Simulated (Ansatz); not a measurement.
A relaxation computed with Ansatz, from input to last step.

```yaml
crystal:
  lattice:
    - [0.0, 3.1378473742, -2.6559157064]
    - [-3.1378473742, 0.0, 2.6559157064]
    - [3.1378473742, 0.0, 2.6559157064]
  atoms:
    - { symbol: Cu, position: [0.0, 0.0, 0.0] }
    - { symbol: Cu, position: [0.5, 0.75, 0.25] }
    - { symbol: Zn, position: [0.0, 0.5, 0.5] }
    - { symbol: Zn, position: [0.5, 0.25, 0.75] }
basis:
  ecutwfc: 500
kpoints:
  mp_grid: { grid: [14, 14, 14] }
hamiltonian:
  xc: r2scan
scf:
  occupations: { method: gaussian, width: 0.1 }
output:
  forces: true
  stress: true
  eigenvalues: true
  write_density: true
  write_potential: true
  elf: true
  volumetric_format: npy
relax:
  adjacent_minimum: "off"
  f_tol: 0.015
  max_steps: 60
  cell: { stress_tol: 0.15 }
```

```bash
ansatz run input.yaml --threads 1 --pin off --max-ram 2560MiB --backend cpu --events-out ev --progress --plain --runs-dir out
```

Computed with DFT r2SCAN, scalar-relativistic, plane waves, PAW in Ansatz 0.2.0.

Of 10 frames 9 are shown, positions in Å and forces in eV/Å; the SCF threshold varies from step to step. Steps run on the plane waves of an earlier cell, with a Pulay correction in the pressure. The basis is chosen afresh for the last frame, the zero of the energies, and at times for earlier ones too; energy and pressure step there, also at an unchanged geometry.

```xyz
4
Lattice="0.0000 3.1378 -2.6559 -3.1378 0.0000 2.6559 3.1378 0.0000 2.6559" Properties=species:S:1:pos:R:3:forces:R:3 pbc="T T T" step=1 free_energy_over_end_meV_per_atom=25.86 pressure_GPa=-4.77
Cu    0.0000    0.0000    0.0000    0.0000    0.0000    0.0000
Cu   -1.5689    1.5689    1.3280    0.0000    0.0000    0.0000
Zn    0.0000    0.0000    2.6559    0.0000    0.0000    0.0000
Zn    1.5689    1.5689    1.3280    0.0000    0.0000    0.0000
4
Lattice="0.0000 3.0838 -2.6735 -3.0838 0.0000 2.6735 3.0838 0.0000 2.6735" Properties=species:S:1:pos:R:3:forces:R:3 pbc="T T T" step=2 free_energy_over_end_meV_per_atom=11.91 pressure_GPa=-1.86
Cu    0.0000    0.0000    0.0000    0.0000    0.0000    0.0000
Cu   -1.5419    1.5419    1.3368    0.0000    0.0000    0.0000
Zn    0.0000    0.0000    2.6735    0.0000    0.0000    0.0000
Zn    1.5419    1.5419    1.3368    0.0000    0.0000    0.0000
4
Lattice="0.0000 2.9803 -2.7872 -2.9803 0.0000 2.7872 2.9803 0.0000 2.7872" Properties=species:S:1:pos:R:3:forces:R:3 pbc="T T T" step=3 free_energy_over_end_meV_per_atom=1.58 pressure_GPa=1.11
Cu    0.0000    0.0000    0.0000    0.0000    0.0000    0.0000
Cu   -1.4901    1.4901    1.3936    0.0000    0.0000    0.0000
Zn    0.0000    0.0000    2.7872    0.0000    0.0000    0.0000
Zn    1.4901    1.4901    1.3936    0.0000    0.0000    0.0000
4
Lattice="0.0000 2.9781 -2.8159 -2.9781 0.0000 2.8159 2.9781 0.0000 2.8159" Properties=species:S:1:pos:R:3:forces:R:3 pbc="T T T" step=4 free_energy_over_end_meV_per_atom=0.97 pressure_GPa=-0.11
Cu    0.0000    0.0000    0.0000    0.0000    0.0000    0.0000
Cu   -1.4891    1.4891    1.4080    0.0000    0.0000    0.0000
Zn    0.0000    0.0000    2.8159    0.0000    0.0000    0.0000
Zn    1.4891    1.4891    1.4080    0.0000    0.0000    0.0000
4
Lattice="0.0000 2.9647 -2.8403 -2.9647 0.0000 2.8403 2.9647 0.0000 2.8403" Properties=species:S:1:pos:R:3:forces:R:3 pbc="T T T" step=5 free_energy_over_end_meV_per_atom=0.70 pressure_GPa=-0.07
Cu    0.0000    0.0000    0.0000    0.0000    0.0000    0.0000
Cu   -1.4823    1.4823    1.4201    0.0000    0.0000    0.0000
Zn    0.0000    0.0000    2.8403    0.0000    0.0000    0.0000
Zn    1.4823    1.4823    1.4201    0.0000    0.0000    0.0000
4
Lattice="0.0000 2.9479 -2.8705 -2.9479 0.0000 2.8705 2.9479 0.0000 2.8705" Properties=species:S:1:pos:R:3:forces:R:3 pbc="T T T" step=6 free_energy_over_end_meV_per_atom=0.45 pressure_GPa=0.02
Cu    0.0000    0.0000    0.0000    0.0000    0.0000    0.0000
Cu   -1.4739    1.4739    1.4353    0.0000    0.0000    0.0000
Zn    0.0000    0.0000    2.8705    0.0000    0.0000    0.0000
Zn    1.4739    1.4739    1.4353    0.0000    0.0000    0.0000
4
Lattice="0.0000 2.9250 -2.9135 -2.9250 0.0000 2.9135 2.9250 0.0000 2.9135" Properties=species:S:1:pos:R:3:forces:R:3 pbc="T T T" step=7 free_energy_over_end_meV_per_atom=0.17 pressure_GPa=0.11
Cu    0.0000    0.0000    0.0000    0.0000    0.0000    0.0000
Cu   -1.4625    1.4625    1.4567    0.0000    0.0000    0.0000
Zn    0.0000    0.0000    2.9135    0.0000    0.0000    0.0000
Zn    1.4625    1.4625    1.4567    0.0000    0.0000    0.0000
4
Lattice="0.0000 2.9250 -2.9135 -2.9250 0.0000 2.9135 2.9250 0.0000 2.9135" Properties=species:S:1:pos:R:3:forces:R:3 pbc="T T T" step=8 free_energy_over_end_meV_per_atom=0.01 pressure_GPa=0.10
Cu    0.0000    0.0000    0.0000    0.0000    0.0000    0.0000
Cu   -1.4625    1.4625    1.4567    0.0000    0.0000    0.0000
Zn    0.0000    0.0000    2.9135    0.0000    0.0000    0.0000
Zn    1.4625    1.4625    1.4567    0.0000    0.0000    0.0000
4
Lattice="0.0000 2.9187 -2.9278 -2.9187 0.0000 2.9278 2.9187 0.0000 2.9278" Properties=species:S:1:pos:R:3:forces:R:3 pbc="T T T" step=10 free_energy_over_end_meV_per_atom=0.00 pressure_GPa=0.02
Cu    0.0000    0.0000    0.0000    0.0000    0.0000    0.0000
Cu   -1.4593    1.4593    1.4639    0.0000    0.0000    0.0000
Zn    0.0000    0.0000    2.9278    0.0000    0.0000    0.0000
Zn    1.4593    1.4593    1.4639    0.0000    0.0000    0.0000
```

The run took 5.8 min on 1 thread of Intel(R) Xeon(R) 6975P-C (Granite Rapids), on a shared host, peak memory 0.87 GiB.